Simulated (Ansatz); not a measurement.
# HfO₂: excitons and shallow donors from band masses and screening

Theory: DFT PBE, scalar-relativistic, plane waves, PAW in Ansatz 0.2.0.

Plane waves to 420 eV, a k mesh through Γ of 8×8×8 on the computed 3-atom cell and Gaussian smearing (0.02 eV); no spin polarisation.

Relaxed cell: Fm-3m, a = 5.098 Å, b = 5.098 Å, c = 5.098 Å, α = 90.00°, β = 90.00°, γ = 90.00°, 3 atoms in the primitive cell. This fluorite-type form isn't the usual stable structure of the compound.

The calculation gives a Kohn–Sham gap of 3.75 eV, an electron mass of 0.849 mₑ and a hole mass of 0.724 mₑ (harmonic means over x, y, z and over the bands degenerate at each edge), and ε∞ = 5.48 (independent particles, mean of the diagonal). The masses depend on direction at the band edges, which the isotropic model averages.

**Question.** Estimate the binding energy and radius of a Wannier–Mott exciton and of a shallow donor, and say whether the hydrogenic model can hold.

**Answer.** The reduced mass is μ = mₙmₕ/(mₙ + mₕ) = 0.391 mₑ, with mₙ and mₕ the band masses. With E_b = 13.606 eV × μ/ε² and a = 0.529 Å × ε/μ (μ in mₑ) the exciton has E_b = 177 meV and a = 7.4 Å. For a donor μ is the electron mass: 384 meV and 3.4 Å. The radius isn't large against the shortest lattice vector (3.60 Å), so the continuum picture is doubtful and the numbers are only a scale. In a polar crystal the ions screen too, so a state bound more weakly than an optical phonon feels the larger static constant, which lowers the energy and widens the orbit. The other way, the small Kohn–Sham gap and the missing local fields make ε∞ too large and the masses tend to be too light, which underbinds.

Spin-orbit coupling is left out, which matters for the bands of heavy elements.